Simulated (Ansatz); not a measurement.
# MoP: the cost of one run

Program: Ansatz 0.2.0. Level of theory: DFT LDA, scalar-relativistic, plane waves, PAW. These are calculated values, not measurements.

### Step 1. Starting point

It takes space group P-6m2 (No. 187, hexagonal). Conventional cell: a = 3.223 Å, b = 3.223 Å, c = 3.191 Å, α = 90.00°, β = 90.00°, γ = 120.00°. Mo (site symmetry -6m2) has 6 P at 2.45 Å as nearest neighbours. Around P (site symmetry -6m2) lie 6 Mo at 2.45 Å.

As a file:

```cif
data_structure
_symmetry_space_group_name_H-M 'P-6m2'
_symmetry_Int_Tables_number 187
_cell_length_a 3.2230
_cell_length_b 3.2230
_cell_length_c 3.1910
_cell_angle_alpha 90.000
_cell_angle_beta 90.000
_cell_angle_gamma 120.000
_cell_volume 28.71
loop_
_atom_site_label
_atom_site_type_symbol
_atom_site_symmetry_multiplicity
_atom_site_Wyckoff_symbol
_atom_site_fract_x
_atom_site_fract_y
_atom_site_fract_z
_atom_site_occupancy
Mo1 Mo 1 a 0.00000 0.00000 0.00000 1
P1 P 1 d 0.33333 0.66667 0.50000 1
```

The structure comes from the Crystallography Open Database.

(A quick probe on a coarse mesh, which set the mesh and smearing, is not shown.)

### Step 3. Relaxing cell and atoms

input.yaml

```yaml
crystal:
  lattice:
    - [3.2230000535, 0.0, 0.0]
    - [-1.6115000268, 2.7911999227, 0.0]
    - [0.0, 0.0, 3.191]
  atoms:
    - { symbol: Mo, position: [0.0, 0.0, 0.0] }
    - { symbol: P, position: [0.3333333333, 0.6666666667, 0.5] }
basis:
  ecutwfc: 420
kpoints:
  mp_grid: { grid: [18, 18, 14] }
hamiltonian:
  xc: lda
scf:
  occupations: { method: gaussian, width: 0.1 }
output:
  forces: true
  stress: true
  eigenvalues: true
  write_density: true
  write_potential: true
  elf: true
  volumetric_format: npy
relax:
  adjacent_minimum: "off"
  f_tol: 0.005
  max_steps: 80
  cell: { stress_tol: 0.05 }
```

Launch:

```sh
$ ansatz run input.yaml --threads 1 --pin off --max-ram 3072MiB --backend cpu --events-out ev --progress --plain --runs-dir out
```

What time and memory should one allow on 1 thread of AMD EPYC 9R45 (Zen 5), shared host?

About 20 s, with a peak of 0.5 GiB.
